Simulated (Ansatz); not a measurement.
Level of theory: Ansatz, DFT PBE, scalar-relativistic, plane waves, PAW. Settings: cutoff 420 eV, Γ-centred meshes spaced at most about 0.3 Å⁻¹, and about 0.25 Å⁻¹ or finer for metals (2π included), Gaussian smearing. No spin polarisation in the final relaxations.

All energies are static (0 K, no zero-point motion). All come from trial cells, and lower structures may exist.

Question: Which of these relaxed structures of Si is the lowest in energy?
A. Space group I4/mmm (No. 139), tetragonal, a = 3.305 Å, c = 2.656 Å. Si is surrounded by 10 Si at 2.66–2.69 Å and 4 Si at 3.30 Å.
B. Space group Pm-3m (No. 221), cubic, a = 2.532 Å. Si has 6 Si at 2.53 Å.

Answer: B. It has the simple cubic type, space group Pm-3m (No. 221); the next, A, with space group I4/mmm (No. 139), lies 132 meV/atom higher. Counting all near atoms (those within 1.25 times the shortest such distance or 1.15 times the sum of covalent radii, 1.27 where that leaves under three; a plus sign parts nearer from farther groups; the shortest distance is added where it exceeds 1.18 times the sum of covalent radii), the lowest has Si 6 and the next has Si 10+4 from 2.7 Å.

Cells relaxed within their symmetry can be saddle points; a later kick test found a lower structure for Si Pm-3m. The part of the Crystallography Open Database at hand lists Si in space groups No. 64, 74, 164, 191, 194 and others; no cell shown has one of them. Some types were kept out of the candidates beforehand, so the set may lack a known form.
